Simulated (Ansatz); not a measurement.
MnS:

```
CELL_PARAMETERS angstrom
0.00000 2.60450 2.60450
2.60450 0.00000 2.60450
2.60450 2.60450 0.00000
ATOMIC_POSITIONS crystal
Mn 0.00000 0.00000 0.00000
S 0.50000 0.50000 0.50000
```

Base run:

```yaml
Program: Ansatz 0.2.0
Functional: PBEsol
Potentials_or_basis: Ansatz PAW
Cutoff: "420 eV (not typed: the program's choice for these potentials)"
k_mesh: 9 × 9 × 9
Occupations: gaussian, width 0.1 eV
Spin: collinear spin, ferromagnetic start
Starting_moments: "[4.0, 0.0] μB"
```

Its results: band gap on the k mesh none (metal or under the smearing width); pressure -7.3 GPa; net moment 4.69 μB per cell; site moments Mn +4.18; S +0.14 μB.

Problem. The run is repeated on the same cell with these changes: functional from PBEsol to PBE; occupations from gaussian, width 0.1 eV to gaussian, width 0.05 eV. What comes out?

Solution. Band gap on the k mesh none (metal or under the smearing width); pressure -2.9 GPa; net moment 4.72 μB per cell; site moments Mn +4.21; S +0.15 μB.

Caveats: a cell with one magnetic atom can't hold antiferromagnetic order, which such compounds often take; semilocal functionals often make such compounds metallic where correlation or magnetic order opens a gap, which also shifts bond lengths; the PAW data sets come from PBE, with cores solved anew for the run's functional, which leaves a small shift of forces and pressure (some runs).
